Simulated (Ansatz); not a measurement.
**ZnS (Wurtzite-6H) under changes of volume**

One of the cells (19.600 Å³/atom); the others are scaled copies at fixed shape and fractional positions:

```
CELL_PARAMETERS angstrom
3.81200 0.00000 0.00000
-1.90600 3.30129 0.00000
0.00000 0.00000 18.68999
ATOMIC_POSITIONS crystal
Zn 0.33333 0.66667 0.83333
Zn 0.66667 0.33333 0.33333
Zn 0.66667 0.33333 0.66667
Zn 0.33333 0.66667 0.16667
Zn 0.00000 0.00000 0.50000
Zn 0.00000 0.00000 0.00000
S 0.33333 0.66667 0.95833
S 0.66667 0.33333 0.45833
S 0.66667 0.33333 0.79167
S 0.33333 0.66667 0.29167
S 0.00000 0.00000 0.62500
S 0.00000 0.00000 0.12500
```

- Program: Ansatz 0.2.0
- Functional: PBE
- Potentials or basis: SPMS NC
- Cutoff: 816 eV (not typed: the program's choice for these potentials)
- k mesh: 8 × 8 × 2
- Occupations: fermi-dirac, width 0.05 eV
- Spin: no spin polarisation

```tsv
volume (Å³/atom)	energy over the lowest point (meV/atom)	pressure (GPa)	gap on the mesh (eV)	largest force (eV/Å)
18.424	?	?	?	?
18.816	23.97	5.9	2.35	0.036
19.208	11.88	4.0	2.26	0.033
19.600	4.15	2.3	2.17	0.030
19.992	0.32	0.8	2.08	0.027
20.384	0.00	-0.5	1.99	0.025
20.776	2.85	-1.8	1.91	0.024
```

Problem. What does the run at 18.424 Å³/atom give?

Solution. Energy over the lowest point 40.88 meV/atom; pressure 8.0 GPa; gap on the mesh 2.44 eV; largest force 0.039 eV/Å.

Worked out: A Birch-Murnaghan fit of order 3 (a polynomial in V^(-2/3)) to the other rows has its minimum at 20.22 Å³/atom with B0 = V·E''(V) = 70 GPa and B' = 4.5 at fixed shape and positions, which overstates the stiffness. It gives 40.90 meV/atom at 18.424 Å³/atom, against the run's 40.88, and -dE/dV = 8.0 GPa, against 8.0. A straight line through the other rows of the gap, of slope -4.47 eV per unit of ln V (its deformation potential), extrapolates to 2.45 eV, against the run's 2.44.

Energies are extrapolated to zero smearing.

Caveats: the cell's inner coordinates are idealised or old, which leaves forces on the atoms.

A mesh can miss the band edges.
